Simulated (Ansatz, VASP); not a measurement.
**Two plane-wave programs on GaN**

INCAR

```
SYSTEM = GaN
ALGO = Normal
EDIFF = 1E-7
ENCUT = 520
GGA = RE
ISIF = 2
ISMEAR = -1
IVDW = 13
LASPH = .True.
LCHARG = .True.
LELF = .True.
LREAL = .False.
LVHAR = .True.
LWAVE = .False.
NBANDS = 26
NELM = 80
PREC = Accurate
SIGMA = 0.05
```

The input KPOINTS:

```
k-points
0
Gamma
  10 10 5
  0 0 0
```

POSCAR

```
GaN
1.0
    3.2218469041      0.0000000000      0.0000000000
   -1.6109234521      2.7902012661      0.0000000000
    0.0000000000      0.0000000000      5.2339814801
Ga N
2 2
Direct
    0.6666666667      0.3333333333      0.5000000000
    0.3333333333      0.6666666667      0.0000000000
    0.6666666667      0.3333333333      0.8750000000
    0.3333333333      0.6666666667      0.3750000000
```

File input.yaml:

```yaml
crystal:
  lattice:
    - [3.2218469041, 0.0, 0.0]
    - [-1.6109234521, 2.7902012661, 0.0]
    - [0.0, 0.0, 5.2339814801]
  atoms:
    - { symbol: Ga, position: [0.6666666667, 0.3333333333, 0.5] }
    - { symbol: Ga, position: [0.3333333333, 0.6666666667, 0.0] }
    - { symbol: "N", position: [0.6666666667, 0.3333333333, 0.875] }
    - { symbol: "N", position: [0.3333333333, 0.6666666667, 0.375] }
hamiltonian:
  xc: revpbe
  pseudopotentials: { kind: paw }
  dispersion: d4
kpoints:
  mp_grid: { grid: [10, 10, 5] }
scf:
  occupations: { method: fermi_dirac, width: 0.05 }
output:
  forces: true
  stress: true
  eigenvalues: true
  write_density: true
  write_potential: true
  elf: true
  volumetric_format: npy
```

Alike in both runs: task single point; functional revPBE; dispersion D4; k mesh 10 × 10 × 5; occupations fermi-dirac, width 0.05 eV; no spin polarisation.

|  | VASP | Ansatz |
| --- | --- | --- |
| version | VASP 6.6.1 | Ansatz 0.2.0 |
| potentials or method | VASP PAW PBE potentials, release 64 (Ga_d, N) | Ansatz PAW |
| plane-wave cutoff (eV) | 520 | 420 |
| valence electrons in the cell | 36 | 36 |

Ansatz gave:

* gap on the k mesh at the Fermi level (eV): 1.73
* least direct gap on the mesh (eV): 1.73
* pressure (GPa): -7.9
* largest component of the traceless stress (GPa): 1.34
* rms of the force components (eV/Å): 0.068
* dispersion energy (meV/atom): -699.6

Q: Which values does VASP return?

A: gap on the k mesh at the Fermi level (eV): 1.75; least direct gap on the mesh (eV): 1.75; pressure (GPa): -8.0; largest component of the traceless stress (GPa): 1.34; rms of the force components (eV/Å): 0.066; dispersion energy (meV/atom): -699.5.

Atom by atom the forces differ by 0.002 eV/Å (rms over components).

Caveats: the PAW data sets were made with another functional, which shifts forces and pressure a little (VASP); odd divisions of the mesh miss points on the zone boundary, where band edges often lie, so the gap on the mesh can be too wide (Ansatz); the pressure holds a Pulay correction of +0.5 GPa for the finite cutoff (Ansatz); the PAW data sets come from PBE, with cores solved anew for the run's functional, which leaves a small shift of forces and pressure (Ansatz). As with any semilocal functional, this revPBE gap is likely too small.
